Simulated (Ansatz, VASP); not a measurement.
# Ge in VASP and in Ansatz

```
CELL_PARAMETERS angstrom
2.66865 0.00000 0.00000
0.00000 2.66865 0.00000
0.00000 0.00000 2.66865
ATOMIC_POSITIONS crystal
Ge 0.00000 0.00000 0.00000
```

Alike in both runs: functional PBEsol; k mesh 11 × 11 × 11; occupations fermi-dirac, width 0.1 eV; no spin polarisation.

Ansatz relaxed the structure, and its values are those at the end. VASP's run is a single point on that final structure, the one shown.

```csv
,VASP,Ansatz
version,VASP 6.6.1,Ansatz 0.2.0
potentials or method,"VASP PAW PBE potentials, release 64 (Ge_d)","plane waves (420 eV) with PAW, scalar-relativistic"
plane-wave cutoff (eV),520,420
valence electrons in the cell,14,14
```

Ansatz gave:

- pressure (GPa): 0.0

Task: Estimate VASP's values.

Result: Pressure (GPa): -0.1.

Ansatz warned: «pseudo_functional_mismatch».

Caveats: the PAW data sets were made with another functional, which shifts forces and pressure a little (VASP).
